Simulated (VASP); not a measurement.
Here is a VASP 6.6.1 calculation.

Contents of INCAR:

```
SYSTEM = KCl
PREC = Accurate
ENCUT = 600
EDIFF = 1E-6
ISMEAR = 0
SIGMA = 0.03
LREAL = .False.
LASPH = .True.
NELM = 80
ALGO = Normal
ISIF = 3
LWAVE = .False.
LCHARG = .False.
IBRION = 2
NSW = 90
EDIFFG = -0.01
```

KPOINTS

```
regular mesh
0
Gamma
  8 8 8
  0 0 0
```

The input POSCAR:

```
KCl
1.0
    0.0000000000      3.1464700000      3.1464700000
    3.1464700000      0.0000000000      3.1464700000
    3.1464700000      3.1464700000      0.0000000000
K Cl
1 1
Direct
    0.0000000000      0.0000000000      0.0000000000
    0.5000000000      0.5000000000      0.5000000000
```

Potentials or basis: VASP PAW LDA potentials, release 64 (K_sv, Cl).

Command:

```console
$ cat potpaw_LDA.64/K_sv/POTCAR potpaw_LDA.64/Cl/POTCAR > POTCAR
$ mpirun -np 1 vasp_std > vasp.out
```

Question: Estimate the band gap on the k mesh.

Answer: 5.10 eV, direct.

Question: What does it give for the relaxed cell?

Answer: a = 4.304 Å, b = 4.304 Å, c = 4.304 Å, α = 60.00°, β = 60.00°, γ = 60.00°.

The path:
```csv
step,energy change (eV),largest force (eV/Å),pressure (GPa),volume (Å³)
1,0.0000,0.0000,-1.89,62.30
2,-0.0297,0.0000,-0.99,59.05
3,-0.0383,0.0000,-0.07,56.57
4,-0.0383,0.0000,0.01,56.39
```

A k mesh can miss the band edges. As with any semilocal functional, this LDA gap is likely too small.
